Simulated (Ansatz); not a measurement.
# Density of states of NaH

```
Na H
1.0
     0.00000    2.44000    2.44000
     2.44000    0.00000    2.44000
     2.44000    2.44000    0.00000
Na H
1 1
Cartesian
  0.0000 0.0000 0.0000
  2.4400 2.4400 2.4400
```

The cell is COD entry 9008680, as deposited and not checked against the literature; nothing was relaxed.

The calculation used DFT, PBE, all-electron LAPW, scalar-relativistic (Ansatz 0.2.0).

The runs use a Γ-centred 9×9×9 k mesh, Fermi–Dirac smearing of 0.02 eV, basis error target 0.25 meV/atom, no spin polarisation.

Problem. Which of the resolved shells contributes most in the top eV of the valence band?

Solution. H 1s, with 91 % of all states there; Na 3s follows with 7 %.

Problem. Tabulate the density of states.

Solution. States per eV and cell, averaged over 0.6 eV, from -3.5 to 6.5 eV, with energies (bin centres) from the valence-band top; empty bins are left out. The partial columns, the largest 2 alone, are projections on Löwdin-orthogonalised atomic shells (those that the program's projection atoms carry: the occupied ones and, for some elements, an empty d or f shell; other empty shells have no column), summed over atoms of an element. Weights on diffuse s and p shells depend on that basis and aren't pure angular character.
```tsv
E (eV)	total	H 1s	Na 3s
-3.3	0.10	0.04	0.06
-2.7	0.24	0.11	0.12
-2.1	0.36	0.21	0.15
-1.5	0.54	0.38	0.15
-0.9	1.02	0.87	0.13
-0.3	1.08	1.00	0.05
3.9	0.11	0.00	0.10
4.5	0.46	0.03	0.36
5.1	1.42	0.10	0.82
5.7	0.55	0.10	0.32
6.3	0.56	0.08	0.18
```
